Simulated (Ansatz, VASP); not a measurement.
**TiH3: VASP beside Ansatz**

```
Ti H
1.0
     3.54236    0.00000    0.00000
    -1.77118    3.06777    0.00000
     0.00000    0.00000    5.93107
Ti H
2 6
Direct
  0.33333 0.66667 0.25000
  0.66667 0.33333 0.75000
  0.33333 0.66667 0.56342
  0.33333 0.66667 0.93658
  0.66667 0.33333 0.43658
  0.66667 0.33333 0.06342
  0.00000 0.00000 0.25000
  0.00000 0.00000 0.75000
```

Alike in both runs: task single point; functional PBE; k mesh 6 × 6 × 4; occupations gaussian, width 0.1 eV; no spin polarisation.

|  | VASP | Ansatz |
| --- | --- | --- |
| version | VASP 6.6.1 | Ansatz 0.2.0 |
| potentials or method | VASP PAW PBE potentials, release 64 (Ti_sv, H) | scalar-relativistic, plane waves, PAW |
| plane-wave cutoff (eV) | 520 | 420 |
| valence electrons in the cell | 30 | 30 |

```csv
,VASP,Ansatz,Ansatz less VASP
gap on the k mesh at the Fermi level (eV),none,none,-
pressure (GPa),-19.5,-19.5,+0.02
largest component of the traceless stress (GPa),9.41,9.34,-0.078
rms of the force components (eV/Å),0.411,0.409,-0.0022
```

Atom by atom the forces differ by 0.002 eV/Å (rms over components). A gap of «none» marks a metal or a gap that the smearing closes. The functional is the same, so the differences come from potentials, cutoffs and numerics.

Caveats: so large a pressure means that the cell lies far from this level's equilibrium, or that cutoff or potentials fall short (VASP); forces of over 1 eV/Å show positions far from the minimum, so gaps and moduli don't describe the material at rest.
